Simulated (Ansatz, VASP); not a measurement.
## InSb: VASP beside Ansatz

Aim: how closely do two programs agree when they are given the same cell, functional and k mesh? The cell is taken from a series of VASP runs on this material, whose earlier steps may have relaxed, scaled or displaced it; both programs get it as it stands.

Main program and level: Ansatz 0.2.0; plane waves, with VASP 6.6.1 beside it; zone-centre phonons at PBEsol with D3(BJ) and zone-centre phonons at r2SCAN.

**1. The structure**

The structure is cubic, space group F-43m (No. 216). Conventional cell: a = 6.446 Å, b = 6.446 Å, c = 6.446 Å, α = 90.00°, β = 90.00°, γ = 90.00°. Nearest to Sb lie 4 In at 2.79 Å. In has 4 Sb at 2.79 Å nearest. Farther neighbours are not listed.

**2. Ansatz: zone-centre phonons, PBEsol with D3(BJ)**

Ansatz runs on its default PAW (the set named soft_2) files.

Second derivatives magnify differences that forces hide, and they need a tight electronic threshold.

input.yaml

```yaml
crystal:
  lattice:
    - [0.0, 3.2229691784, 3.2229691784]
    - [3.2229691784, 0.0, 3.2229691784]
    - [3.2229691784, 3.2229691784, 0.0]
  atoms:
    - { symbol: Sb, position: [0.75, 0.75, 0.75] }
    - { symbol: In, position: [0.0, 0.0, 0.0] }
hamiltonian:
  xc: pbesol
  pseudopotentials: { kind: paw }
  dispersion: d3bj
kpoints:
  mp_grid: { grid: [10, 10, 10] }
scf:
  occupations: { method: gaussian, width: 0.05 }
phonons:
  method: dfpt
  qpoints: [[0, 0, 0]]
```

The run is started by

```console
ansatz run input.yaml --threads 4 --pin off --max-ram 9216MiB --backend cpu --events-out ev --progress --plain --runs-dir out
```

Numbers of over 12 decimals in the logs are rounded to 6 here.

The program printed:

```text
zone centre: on kpoints.mp_grid the ground state, and the responses unless they are solved on pairs of k-points, stand on 102 of the mesh's 1000 k-points, reduced under 8 symmetry operations, with k and −k counted as one. Each operation leaves every solved displacement unchanged or reverses it
Engine: ansatz 0.2.0, aarch64-unknown-linux-gnu
Pseudopotentials: kind: paw
Pseudopotential: Sb, paw, valence charge 15, recommended cutoff 420 eV (normal), Sb.paw.azcp
Pseudopotential: In, paw, valence charge 13, recommended cutoff 420 eV (normal), In.paw.azcp
Functional definition: PBEsol
  exchange = pbesol_x
  correlation = pbesol_c
Crystal: 2 atoms, lattice volume = 66.957 Å³
Basis set: ecut = 420 eV, 1363 PW (Γ), exchange–correlation on 64×64×64 points (8 copies of the dense FFT grid, shifted against one another)
Bands: 18, of which v1, the nominal top of the filled ones, is band 14 counted from 1 (13 counted from 0)
Symmetry: 24 space group operations
k-points: 102 of 1000 (irreducible under 8 space group operations, time reversal used)
Non-local potential: Sb, projectors of the file, l = 0: 2, l = 1: 2, l = 2: 2, l = 3: 2
Non-local potential: In, projectors of the file, l = 0: 2, l = 1: 2, l = 2: 2, l = 3: 2
PAW form: soft (Blöchl's): semilocal exchange-correlation on the pseudo side does not see the compensation charge
PAW frozen core: Sb, regenerated for the run's functional, and the local potential with it (the file was generated under x = pbe(κ = 0.804, μ = 0.219515), c = pbe(β = 0.066725))
PAW frozen core: In, regenerated for the run's functional, and the local potential with it (the file was generated under x = pbe(κ = 0.804, μ = 0.219515), c = pbe(β = 0.066725))
PAW one-centre angular grid: Sb, 590 points (default); XC on 64 Gauss nodes
PAW one-centre angular grid: In, 590 points (default); XC on 64 Gauss nodes
Initial density: superposition of atomic densities (neutral atoms: chi_scale 0, normalization atom), corrected by the library's trained network
Initial wavefunctions: pseudopotential atomic-orbital guess
Functional: x = pbesol(κ = 0.804, μ = 0.123457), c = pbesol(β = 0.046)
SCF iter   1: F=—  HF=-11934.333142 eV  |F-HF|=—  |Δ(HF+E_count)|=         —  Δρ=3.56e-3  dr2=1.28e-2  ethr=1.77e-3  ⟨swp⟩=6.2  Hψ=9824  notcnv=0
preconditioner: auto → none  [insulator: Δε(μ)=0.474 eV  Ē_g=14.007 eV  σ=0.050 eV  W_gap=0.67  n_scr=14 (ndim 8)  ℏωp=19.3 eV  f_vac=0.109  D(μ)=0.06/eV (n_scr^D=0)  ε∞_Penn≈2.9]
SCF iter   2: F=—  HF=-11934.327263 eV  |F-HF|=—  |Δ(HF+E_count)|=   5.88e-3  Δρ=1.26e-3  dr2=8.35e-4  ethr=4.58e-5  ⟨swp⟩=2.5  Hψ=4158  notcnv=0
SCF iter   3: F=—  HF=-11934.327441 eV  |F-HF|=—  |Δ(HF+E_count)|=   1.78e-4  Δρ=4.31e-4  dr2=1.25e-4  ethr=2.98e-6  ⟨swp⟩=2.0  Hψ=2755  notcnv=0
SCF iter   4: F=—  HF=-11934.327477 eV  |F-HF|=—  |Δ(HF+E_count)|=   3.64e-5  Δρ=1.76e-4  dr2=1.47e-5  ethr=4.45e-7  ⟨swp⟩=2.0  Hψ=2755  notcnv=0
SCF iter   5: F=—  HF=-11934.327496 eV  |F-HF|=—  |Δ(HF+E_count)|=   1.83e-5  Δρ=1.93e-5  dr2=1.71e-7  ethr=5.25e-8  ⟨swp⟩=2.0  Hψ=2245  notcnv=0
SCF iter   6: F=—  HF=-11934.327497 eV  |F-HF|=—  |Δ(HF+E_count)|=   1.48e-6  Δρ=8.15e-6  dr2=3.02e-8  ethr=6.10e-10  ⟨swp⟩=2.0  Hψ=3265  notcnv=0
SCF iter   7: F=—  HF=-11934.327497 eV  |F-HF|=—  |Δ(HF+E_count)|=   1.27e-8  Δρ=2.01e-6  dr2=1.80e-9  ethr=1.08e-10  ⟨swp⟩=2.0  Hψ=3056  notcnv=0
SCF iter   8: F=—  HF=-11934.327497 eV  |F-HF|=—  |Δ(HF+E_count)|=  1.60e-10  Δρ=4.19e-7  dr2=6.62e-11  ethr=6.44e-12  ⟨swp⟩=3.0  Hψ=3234  notcnv=0
SCF iter   9: F=-11934.327497 eV  HF=-11934.327497 eV  |F-HF|=0.00e0  |Δ(HF+E_count)|=  2.91e-11  Δρ=3.13e-8  dr2=4.07e-13  ethr=1.00e-12  ⟨swp⟩=6.0  Hψ=8781  notcnv=0
SCF 1 converged in 9 iterations: F = -11934.327497 eV  dr2 = 4.07e-13
  greatest PAW one-centre occupation: 0.996 electrons in one spin orbital (limit 2), on the Sb atom at site 0 (counted from 0), in its partial waves of l = 2
DFPT response loops at Γ: preconditioner auto → Kerker (q_TF=auto, 2.359 Å⁻¹) (partly filled bands, converged f_vac=0.089); β = 1.00, the filter's whole step (`scf.mixing.beta` (0.50) is not read by the response loops under this deck's `scf.mixing.preconditioner`; to damp them name `kerker` or `kerker_dos`, under which they read `scf.mixing.beta`, and type it under 1.00, their step now; both keys bind the ground state too); Broyden in place of MSR1
SCF converged after 9 iterations
Free energy (F): -11934.327497 eV
Harris-Foulkes:  -11934.327497 eV  (|F-HF|=0.00e0)
Internal energy: -11934.327420 eV  (E = F + TS)
E sigma→0 (E₀):  -11934.327459 eV
Entropy (-TS):   -0.000077 eV (-0.039 meV/atom)
Fermi energy:    7.450291 eV
--- Per-component energies (eV) ---
  E_band       = -259.186917
  E_kinetic    = 451.935282
  E_local      = -3184.194875  (includes V_loc(G=0)·N_el)
  E_nonlocal   = 733.141999
  E_hartree    = 1367.911604
  E_xc         = -351.039101
  E_vxc        = -196.674481  (∫ρ·V_xc dr)
  E_paw        = -8584.919962  (= ΣΔE_a)
  E_vpaw       = -799.218047  (= ΣTr[D̂ρ^β])
  E_aug_tail   = 0.000023  (compensation charges beyond the density's cutoff)
  E_ewald      = -2367.040521
  E_disp       = -0.689628  (pairwise vdW)
  E_core_change = 0.567760  (= ΣΔE_core)
  E_smearing   = -0.000077  (= −TS)
  E_closure    = 0.000000  (closes the sum)
  Σ components = -11934.327497   (vs F -11934.327497, Δ=0.00e0)
--- Band table (eV; the first three rows and the last of 102) ---
  k-point 0: bands = [... 10 lower, -3.4163, 7.2524, 7.4351, 7.4351, 7.4351, 10.3781, 10.3781, 10.3781]
  k-point 1: bands = [... 10 lower, -3.3226, 5.9290, 7.2901, 7.2901, 8.2789, 10.5783, 10.5783, 10.5861]
  k-point 2: bands = [... 10 lower, -3.0525, 4.4583, 6.9799, 6.9799, 8.3753, 10.9729, 10.9729, 11.5162]
  k-point 101: bands = [... 10 lower, -1.3436, 1.5404, 4.5395, 4.6569, 10.5515, 10.6254, 12.4737, 12.8019]
--- Phonons (Γ-DFPT): 2 representative perturbations + reference, on 102 of 1000 k-points (Σ response iterations 6) ---
  k mesh reduced under 8 symmetry operations, with k and −k counted as one. Each operation leaves every solved displacement unchanged or reverses it
  ASR residual: 5.564e-5 → 0.000e0 eV/Å²; symmetrization residual: 6.306e-6 eV/Å²
  pairwise dispersion correction: d3bj (s6 = 1.0, s8 = 2.9491, a1 = 0.4466, a2_bohr = 6.1742), with the weights of each atom's references fixed at the reference crystal's, and the forces and stress that the weights' published response gives there kept as a pressure on the atom's counted neighbours (hamiltonian.dispersion)
  ASR residual per site (eV/Å²): 2.41e-5 5.56e-5
  Γ frequencies (cm⁻¹): 0.00 0.00 0.00 179.70 179.70 179.70
  non-analytic LO–TO correction: not included (Born effective charges unavailable; polar crystals: no LO–TO splitting at Γ)
--- Phonons (arbitrary-q DFPT): 1 explicit q-point ---
  q = [0, 0, 0] (of the zone-centre solve; hermiticity 1.80e-6, symmetrization 5.18e-13): 0.00 0.00 0.00 179.70 179.70 179.70
  sum rule: each row above includes the acoustic sum rule's correction from the zone centre's row sums; it moved no ω² by more than (0.36 cm⁻¹)²
```

The job ended after 12 s (4 threads of Arm Neoverse V1, shared host; peak memory 0.7 GiB; 44 s of CPU time).

In the SCF lines HF is the Harris–Foulkes energy and dr2 the Hartree energy of the density residual, in eV; the loop may stop once dr2 is under the threshold and the program's other checks hold. Hψ counts applications of the Hamiltonian.

(Continued in part 2 of 2.)

[Lines on the potential files, build, host, timing and source positions are cut from VASP's logs without a mark.]

[Logs are printed without paths, hosts, clocks, repeated set-up lines and the standing remarks that a program may print on its own settings, such as how far it seeks lower states.]

[Hosts, paths, dates, database ids (printed as entryN), source tags and the programs' standing remarks are cut or masked in the printed files.]
